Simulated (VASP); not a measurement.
Crystal: HgSe.

```xyz
2
Lattice="0.0000 3.0390 3.0390 3.0390 0.0000 3.0390 3.0390 3.0390 0.0000" Properties=species:S:1:pos:R:3 pbc="T T T"
Hg    0.0000    0.0000    0.0000
Se    1.5195    1.5195    1.5195
```

```yaml
Program: VASP 6.6.1
Task: relaxation of cell and atoms
Functional: PBEsol
Potentials_or_basis: VASP PAW PBE potentials, release 64 (Hg, Se)
Cutoff: 600 eV
k_mesh: 10 × 10 × 10
Occupations: gaussian, width 0.03 eV
Spin: no spin polarisation
```

At the start: pressure 1.9 GPa; volume 28.07 Å³/atom.

Q: Where does the relaxation end?

A: Over 3 steps the energy falls by 5.3 meV/atom and the volume is 29.01 Å³/atom (+3.4 %); space group F-43m (No. 216, to 0.05 Å).

Step by step:
| step | energy change (eV) | largest force (eV/Å) | pressure (GPa) | volume (Å³) |
| --- | --- | --- | --- | --- |
| 1 | 0.0000 | 0.0000 | 1.85 | 56.13 |
| 2 | -0.0090 | 0.0000 | -0.67 | 58.81 |
| 3 | -0.0106 | 0.0000 | 0.00 | 58.03 |

Final structure:
```xyz
2
Lattice="0.0000 3.0728 3.0728 3.0728 0.0000 3.0728 3.0728 3.0728 0.0000" Properties=species:S:1:pos:R:3 pbc="T T T"
Hg    0.0000    0.0000    0.0000
Se    1.5364    1.5364    1.5364
```

Caveat: the PAW data sets were made with another functional, which shifts forces and pressure a little.
